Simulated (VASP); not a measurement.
## Cs: work function with PBE

Cs, a slab with vacuum:

```xyz
3
Lattice="5.2351 0.0000 0.0000 -1.7450 4.9357 0.0000 0.0000 0.0000 23.5489" Properties=species:S:1:pos:R:3 pbc="T T T"
Cs    1.7450    2.4679    7.5000
Cs    0.0000    0.0000   11.7745
Cs    1.7450    2.4679   16.0489
```

The slab is cut from a database's or a generator's crystal, which needn't be the stable form of the element.

| Property | Result |
| --- | --- |
| Program | VASP 6.6.1 |
| Task | work function |
| Functional | PBE |
| Potentials or basis | VASP PAW PBE potentials, release 64 (Cs_sv) |
| Cutoff | 520 eV |
| k mesh | 6 × 6 × 1 |
| Occupations | fermi-dirac, width 0.05 eV |
| Spin | no spin polarisation |
| Dipole correction | yes |
| Further INCAR settings | ALGO = Normal; EDIFF = 1e-06; EFIELD = -0.1 |

- Largest force: 0.024 eV/Å
- Band gap on the k mesh: none (metal or under the smearing width)

Forces in eV/Å, atoms in the order of the input:
```
Cs   0.000  0.000 -0.024
Cs   0.000  0.000  0.001
Cs   0.000  0.000  0.023
```

Levels at points of the mesh, in eV from the Fermi level:
```csv
k point,band 12,band 13,band 14,band 15,band 16,band 17
"(0.00, 0.00, 0.00)",-10.56,-1.58,-1.11,-0.43,0.69,0.89
"(0.50, 0.00, 0.00)",-10.58,0.00,0.11,0.12,0.86,0.96
"(0.50, 0.50, 0.00)",-10.61,0.16,0.53,0.63,0.64,0.78
```

It took 3.2 min on 1 thread of Intel(R) Xeon(R) Platinum 8375C CPU @ 2.90GHz (Ice Lake), on a shared host, peak memory 0.59 GiB.

Spin-orbit coupling is left out, which matters for the levels of Cs.
